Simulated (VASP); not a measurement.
# Cr (P6_3/mmc) in VASP: single point with PBE

Aim: the single point of Cr with PBE.

All numbers are computed with VASP 6.6.1; they aren't measurements. Logs are shortened: lines on timing, memory, paths and dates and some standing lists are left out, and cuts for length are marked.

## (1) The crystal as given

It takes space group P6_3/mmc (No. 194, hexagonal). Conventional cell: a = 2.486 Å, b = 2.486 Å, c = 4.454 Å, α = 90.00°, β = 90.00°, γ = 120.00°. Around Cr (site symmetry -6m2) lie 12 Cr at 2.49 to 2.65 Å.

This isn't the form of Cr at room conditions, which is bcc.

## (2) Single point, PBE, collinear spin, typed start

Contents of INCAR:

```
PREC     = Accurate       # precision mode
ENCUT    = 520            # plane-wave cutoff, eV
EDIFF    = 1E-6           # SCF threshold, eV
ISMEAR   = -1             # smearing method
SIGMA    = 0.1            # smearing width, eV
LREAL    = F              # projectors in reciprocal space
LASPH    = T              # aspherical terms in the spheres
NELM     = 150            # most SCF steps
ALGO     = Fast           # electronic algorithm
ISIF     = 2              # what is computed and relaxed
LWAVE    = F              # write WAVECAR
LCHARG   = F              # write CHGCAR
ISPIN    = 2              # spin polarisation
MAGMOM   = 1.5 1.5        # initial moments
LORBIT   = 11             # projections on sites
LMAXMIX  = 4              # l up to which the mixer works
GGA      = PE             # functional
NBANDS   = 23             # bands
```

Contents of KPOINTS:

```
Automatic mesh
0
Gamma
  7 7 4
```

Contents of POSCAR:

```
Cr
1.0
    2.4857383056      0.0000000000      0.0000000000
   -1.2428691528      2.1527125198      0.0000000000
    0.0000000000      0.0000000000      4.4539826345
Cr
2
Direct
    0.3333333333      0.6666666667      0.2500000000
    0.6666666667      0.3333333333      0.7500000000
```

Potentials or basis: VASP PAW PBE potentials, release 64 (Cr_pv).

On the command line:

```sh
cat potpaw_PBE.64/Cr_pv/POTCAR > POTCAR
mpirun -np 1 vasp_std > vasp.out
```

OUTCAR:

```text
PREC = Accurate
   ENCUT = 520
   EDIFF = 1E-6
   ISMEAR = -1
   LREAL = F
   LASPH = T
   NELM = 150
   ISIF = 2
   ISPIN = 2
   LORBIT = 11
   GGA = PE

 ion  position               nearest neighbor table
   1  0.333  0.667  0.250-   2 2.65   2 2.65   2 2.65   2 2.65   2 2.65   2 2.65
   2  0.667  0.333  0.750-   1 2.65   1 2.65   1 2.65   1 2.65   1 2.65   1 2.65

  LATTYP: Found a hexagonal cell.
 ALAT       =     2.4857383056
 C/A-ratio  =     1.7918147797

  Lattice vectors:

 A1 = (   2.4857383056,   0.0000000000,   0.0000000000)
 A2 = (  -1.2428691528,   2.1527125198,   0.0000000000)
 A3 = (   0.0000000000,   0.0000000000,   4.4539826345)

Analysis of symmetry for initial positions (statically):
=====================================================================
 Subroutine PRICEL returns:
 Original cell was already a primitive cell.

 Routine SETGRP: Setting up the symmetry group for a
 hexagonal supercell.

 Subroutine GETGRP returns: Found 24 space group operations
 (whereof 12 operations were pure point group operations)
 out of a pool of 24 trial point group operations.

The static configuration has the point symmetry D_3d.
 The point group associated with its full space group is D_6h.

Analysis of symmetry for dynamics (positions and initial velocities):
=====================================================================
 Subroutine PRICEL returns:
 Original cell was already a primitive cell.

 Routine SETGRP: Setting up the symmetry group for a
 hexagonal supercell.

 Subroutine GETGRP returns: Found 24 space group operations
 (whereof 12 operations were pure point group operations)
 out of a pool of 24 trial point group operations.

The dynamic configuration has the point symmetry D_3d.
 The point group associated with its full space group is D_6h.

Analysis of structural, dynamic, and magnetic symmetry:
=====================================================================
 Subroutine PRICEL returns:
 Original cell was already a primitive cell.

 Routine SETGRP: Setting up the symmetry group for a
 hexagonal supercell.

 Subroutine GETGRP returns: Found 24 space group operations
 (whereof 12 operations were pure point group operations)
 out of a pool of 24 trial point group operations.

The overall configuration has the point symmetry D_3d.
 The point group associated with its full space group is D_6h.

 Subroutine INISYM returns: Found 24 space group operations
 (whereof 12 operations are pure point group operations),
 and found     1 'primitive' translations

----------------------------------------------------------------------------------------

                                     Primitive cell

  volume of cell :      23.8336

  direct lattice vectors                    reciprocal lattice vectors
     2.485738306  0.000000000  0.000000000     0.402294963  0.232265105  0.000000000
    -1.242869153  2.152712520  0.000000000     0.000000000  0.464530211  0.000000000
     0.000000000  0.000000000  4.453982634     0.000000000  0.000000000  0.224518163

  length of vectors
     2.485738306  2.485738306  4.453982634     0.464530211  0.464530211  0.224518163

  position of ions in fractional coordinates (direct lattice)
     0.333333333  0.666666667  0.250000000
     0.666666667  0.333333333  0.750000000

  ion indices of the primitive-cell ions
   primitive index   ion index
                 1           1
                 2           2

----------------------------------------------------------------------------------------

 KPOINTS: Automatic mesh

Automatic generation of k-mesh.
 Grid dimensions read from file:
 generate k-points for:    7    7    4

 Generating k-lattice:

  Cartesian coordinates                     Fractional coordinates (reciprocal lattice)
     0.057470709  0.033180729  0.000000000     0.142857143 -0.000000000  0.000000000
     0.000000000  0.066361459  0.000000000     0.000000000  0.142857143  0.000000000
     0.000000000  0.000000000  0.056129541     0.000000000  0.000000000  0.250000000

  Length of vectors
     0.066361459  0.066361459  0.056129541

  Shift w.r.t. Gamma in fractional coordinates (k-lattice)
     0.000000000  0.000000000  0.000000000

 Subroutine IBZKPT returns following result:
 ===========================================

 Found     24 irreducible k-points:

 Following reciprocal coordinates:
            Coordinates               Weight
  0.000000  0.000000  0.000000      1.000000
  0.142857  0.000000  0.000000      6.000000
  0.285714  0.000000  0.000000      6.000000
  0.428571  0.000000  0.000000      6.000000
  0.142857  0.142857  0.000000      6.000000
  0.285714  0.142857  0.000000     12.000000
[... 16 lines left out ...]
  0.428571  0.142857  0.500000      6.000000
  0.285714  0.285714  0.500000      6.000000
   k-points           NKPTS =     24   k-points in BZ     NKDIM =     24   number of bands    NBANDS=     23
   number of dos      NEDOS =    301   number of ions     NIONS =      2
   total plane-waves  NPLWV =  11664
   dimension x,y,z NGX =    18 NGY =   18 NGZ =   36
   dimension x,y,z NGXF=    36 NGYF=   36 NGZF=   72
   ions per type =               2
   NGX,Y,Z   is equivalent  to a cutoff of  12.04, 12.04, 13.44 a.u.
   NGXF,Y,Z  is equivalent  to a cutoff of  24.08, 24.08, 26.87 a.u.
 SYSTEM =  unknown system
   PREC   = accura    normal or accurate (medium, high low for compatibility)
   ISTART =      0    job   : 0-new  1-cont  2-samecut
   ICHARG =      2    charge: 1-file 2-atom 10-const
   ISPIN  =      2    spin polarized calculation?
   LNONCOLLINEAR =      F non collinear calculations
   LSORBIT =      F    spin-orbit coupling
   LASPH  =      T    aspherical Exc in radial PAW
   ENCUT  =  520.0 eV  38.22 Ry    6.18 a.u.   4.62  4.62  8.28*2*pi/ulx,y,z
   NELM   =    150;   NELMIN=  2; NELMDL= -5     # of ELM steps
   EDIFF  = 0.1E-05   stopping-criterion for ELM
   LREAL  =      F    real-space projection
   EDIFFG = 0.1E-04   stopping-criterion for IOM
   NSW    =      0    number of steps for IOM
   IBRION =     -1    ionic relax: 0-MD 1-quasi-New 2-CG
   NFREE  =      0    steps in history (QN), initial steepest desc. (CG)
   ISIF   =      2    stress and relaxation
   ISYM   =      2    0-nonsym 1-usesym 2-fastsym
   POTIM  = 0.5000    time-step for ionic-motion
   TEBEG  =    0.0;   TEEND  =   0.0 temperature during run
   PSTRESS=    0.0 pullay stress
   NELECT =      24.0000    total number of electrons
   NUPDOWN=      -1.0000    fix difference up-down
   EMIN   =  10.00;   EMAX   =-10.00  energy-range for DOS
   EFERMI =   0.00;   METHOD = LEGACY
   ISMEAR =    -1;   SIGMA  =   0.10  broadening in eV -4-tet -1-fermi 0-gaus
   EFERMI_NEDOS =   21; number of points for ismear=-14 and -15
   IALGO  =     68    algorithm
   IMIX   =      4    mixing-type and parameters
     AMIX     =   0.40;   BMIX     =  1.00
     AMIX_MAG =   1.60;   BMIX_MAG =  1.00
  volume/ion in A,a.u.               =      11.92        80.42
  Fermi-wavevector in a.u.,A,eV,Ry     =   1.640899  3.100850 36.634373  2.692550
  Thomas-Fermi vector in A             =   2.731460
   LORBIT       =     11    0 simple, 1 ext, 2 COOP (PROOUT), +10 PAW based schemes
   GGA     = PE    functional components
   LHFCALC =     F    Hartree Fock is set to
   AEXX    =    0.0000 exact exchange contribution
   IVDW    =     0    specifies the selected vdW correction
   LEPSILON=     F    determine dielectric tensor
   LRPA    =     F    only Hartree local field effects (RPA)
 spin polarized calculation
 RMM-DIIS sequential band-by-band and
  energy-cutoff  :      520.00
  volume of cell :       23.83
 maximum number of plane-waves:       665
   NGX =  9   NGY =  9   NGZ = 17

 number of electron      23.9999997 magnetization       0.0005089

 Free energy of the ion-electron system (eV)
  ---------------------------------------------------
  ext. energy  EPLUGINS =         0.00000000
  ---------------------------------------------------
  free energy    TOTEN  =       -18.27949455 eV

  energy without entropy =      -18.16935263  energy(sigma->0) =      -18.22442359

 E-fermi :  10.3518     XC(G=0): -13.4714

 val. band max:       10.3403063515   @ k =   0.0000   0.0000   0.0000
 cond. band min:      10.4394164223   @ k =   0.2857   0.2857   0.2500
 fundamental gap:      0.0991100708
 Fermi energy:        10.3517586486

 spin component 1

 k-point     1 :       0.0000    0.0000    0.0000
  band No.  band energies     occupation
      1     -32.8751      1.00000
      2     -32.2148      1.00000
      3     -32.0691      1.00000
      4     -32.0691      1.00000
      5     -32.0064      1.00000
      6     -32.0064      1.00000
[... 15 lines left out ...]
     22      30.2929      0.00000
     23      30.5390      0.00000

 k-point     2 :       0.1429    0.0000    0.0000
  band No.  band energies     occupation
      1     -32.8214      1.00000
      2     -32.2301      1.00000
      3     -32.2203      1.00000
      4     -32.1688      1.00000
      5     -32.1120      1.00000
      6     -32.0364      1.00000
[... 15 lines left out ...]
     22      29.1118      0.00000
     23      31.1689      0.00000
[... 544 lines left out ...]
     22      20.6999      0.00000
     23      26.1764      0.00000

 k-point    24 :       0.2857    0.2857    0.5000
  band No.  band energies     occupation
      1     -32.7626      1.00000
      2     -32.7626      1.00000
      3     -32.5294      1.00000
      4     -32.5294      1.00000
      5     -32.3079      1.00000
      6     -32.3079      1.00000
[... 15 lines left out ...]
     22      21.5448      0.00000
     23      23.0568      0.00000
 Fermi energy:        10.3517586486

 spin component 2

 k-point     1 :       0.0000    0.0000    0.0000
  band No.  band energies     occupation
      1     -32.8748      1.00000
      2     -32.2145      1.00000
      3     -32.0687      1.00000
      4     -32.0687      1.00000
      5     -32.0060      1.00000
      6     -32.0060      1.00000
[... 15 lines left out ...]
     22      30.2930      0.00000
     23      30.5391      0.00000

 k-point     2 :       0.1429    0.0000    0.0000
  band No.  band energies     occupation
      1     -32.8211      1.00000
      2     -32.2297      1.00000
      3     -32.2199      1.00000
      4     -32.1684      1.00000
      5     -32.1117      1.00000
      6     -32.0360      1.00000
[... 15 lines left out ...]
     22      29.1118      0.00000
     23      31.1719      0.00000
[... 544 lines left out ...]
     22      20.7001      0.00000
     23      26.1765      0.00000

 k-point    24 :       0.2857    0.2857    0.5000
  band No.  band energies     occupation
      1     -32.7622      1.00000
      2     -32.7622      1.00000
      3     -32.5291      1.00000
      4     -32.5291      1.00000
      5     -32.3076      1.00000
      6     -32.3076      1.00000
[... 15 lines left out ...]
     22      21.5450      0.00000
     23      23.0568      0.00000

------------------------ aborting loop because EDIFF is reached ----------------------------------------

  FORCE on cell =-STRESS in cart. coord.  units (eV):
  Direction    XX          YY          ZZ          XY          YZ          ZX
  --------------------------------------------------------------------------------------
  -------------------------------------------------------------------------------------
  Total        0.0214845      0.0214845      0.0384441      0.0000000     -0.0000000      0.0000000
  in kB        1.4442603      1.4442603      2.5843467      0.0000000     -0.0000000      0.0000000
  external PRESSURE =       1.8242891 kB  Pullay stress =       0.0000000 kB

 VOLUME and BASIS-vectors are now :
 -----------------------------------------------------------------------------
  energy-cutoff  :      520.00
  volume of cell :       23.83
      direct lattice vectors                 reciprocal lattice vectors
     2.485738306  0.000000000  0.000000000     0.402294963  0.232265105  0.000000000
    -1.242869153  2.152712520  0.000000000     0.000000000  0.464530211  0.000000000
     0.000000000  0.000000000  4.453982634     0.000000000  0.000000000  0.224518163

 POSITION                                       TOTAL-FORCE (eV/Angst)
 -----------------------------------------------------------------------------------
     -0.00000      1.43514      1.11350        -0.000000      0.000000      0.000000
      1.24287      0.71757      3.34049         0.000000     -0.000000      0.000000
 -----------------------------------------------------------------------------------
    total drift:                               -0.000000      0.000000     -0.000000

  FREE ENERGIE OF THE ION-ELECTRON SYSTEM (eV)
  ---------------------------------------------------
  free  energy   TOTEN  =       -18.2794945487 eV

  energy  without entropy=      -18.1693526331  energy(sigma->0) =      -18.22442359

 total charge

# of ion       s       p       d       tot
------------------------------------------
    1        0.442   6.373   4.206  11.021
    2        0.442   6.373   4.206  11.021
--------------------------------------------------
tot          0.885  12.746   8.411  22.042

 magnetization (x)

# of ion       s       p       d       tot
------------------------------------------
    1       -0.000   0.000   0.000   0.000
    2       -0.000   0.000   0.000   0.000
--------------------------------------------------
tot         -0.000   0.000   0.000   0.000
```

Run time: 20 s. Hardware: 1 thread of Intel Xeon Platinum 8488C (Sapphire Rapids), shared host; peak memory 0.14 GiB.

What came out:

```
Free energy                                           : -18.2795 eV
Pressure                                              : 0.2 GPa
Band gap on the k mesh                                : none (metal or under the smearing width)
Net moment                                            : 0.00 μB per cell
Valence electrons inside the program's atomic spheres : Cr 11.02
```

Stress tensor (GPa, compression positive):
```
0.14 0.00 0.00
0.00 0.14 0.00
0.00 0.00 0.26
```

Levels at points of the mesh, in eV from the Fermi level:
Spin up:
| k point | band 8 | band 9 | band 10 | band 11 | band 12 | band 13 | band 14 | band 15 | band 16 | band 17 |
| --- | --- | --- | --- | --- | --- | --- | --- | --- | --- | --- |
| (0.00, 0.00, 0.00) | -4.03 | -1.20 | -0.34 | -0.34 | -0.24 | -0.01 | -0.01 | 1.10 | 1.10 | 2.20 |
| (0.00, 0.00, 0.50) | -5.60 | -1.59 | -1.59 | -0.31 | -0.31 | -0.31 | -0.31 | 1.81 | 1.81 | 1.81 |
Spin down:
```csv
k point,band 9,band 10,band 11,band 12,band 13,band 14,band 15,band 16
"(0.00, 0.00, 0.00)",-1.20,-0.34,-0.34,-0.24,-0.01,-0.01,1.10,1.10
"(0.00, 0.00, 0.50)",-1.59,-1.59,-0.31,-0.31,-0.31,-0.31,1.81,1.81
```

Caveat: the k mesh is coarse (spacing up to 0.42 Å⁻¹), so the values aren't converged; the starting moments collapsed, and a magnetic state may lie lower.
